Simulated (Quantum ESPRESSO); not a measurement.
The system is GaN.

```
Ga N
1.0
     0.00000    2.25350    2.25350
     2.25350    0.00000    2.25350
     2.25350    2.25350    0.00000
Ga N
1 1
Direct
  0.00000 0.00000 0.00000
  0.25000 0.25000 0.25000
```

The cell is a database's computed one.

| Item | Value |
| --- | --- |
| Program | Quantum ESPRESSO 7.5 |
| Task | phonons |
| Functional | PW91 |
| Potentials or basis | GBRV 1.5 PBE |
| Cutoff | 762 eV |
| Density cutoff | 6095 eV |
| k mesh | 4 × 4 × 4, shifted |
| Occupations | fermi-dirac, width 0.05 eV |
| Spin | no spin polarisation |
| Mixing beta | 0.5 |
| Most SCF iterations | 120 |
| SCF threshold | 4e-10 Ry |

The cell and the atoms were relaxed first, to 11.76 Å³/atom (a = 3.216 Å, b = 3.216 Å, c = 3.216 Å, α = 60.00°, β = 60.00°, γ = 60.00°), and the response was taken there.

The first run showed a gap, so the response started from a second, tighter run with fixed occupations.

**Question.** How polar is the lattice: what are the Born charges, the two dielectric constants and the LO-TO splitting?

**Answer.** Born charges ±2.69 e; dielectric constants 6.08 (electrons alone) and 10.97 (static); transverse and longitudinal modes at 516 and 693 cm⁻¹.

Caveat: the k mesh is coarse (spacing up to 0.60 Å⁻¹), so the values aren't converged; the potentials were made for another functional, which shifts forces and pressure; before the sum rule the acoustic modes lie tens of cm⁻¹ from zero, a sign that the density grid also shifts the optical modes.
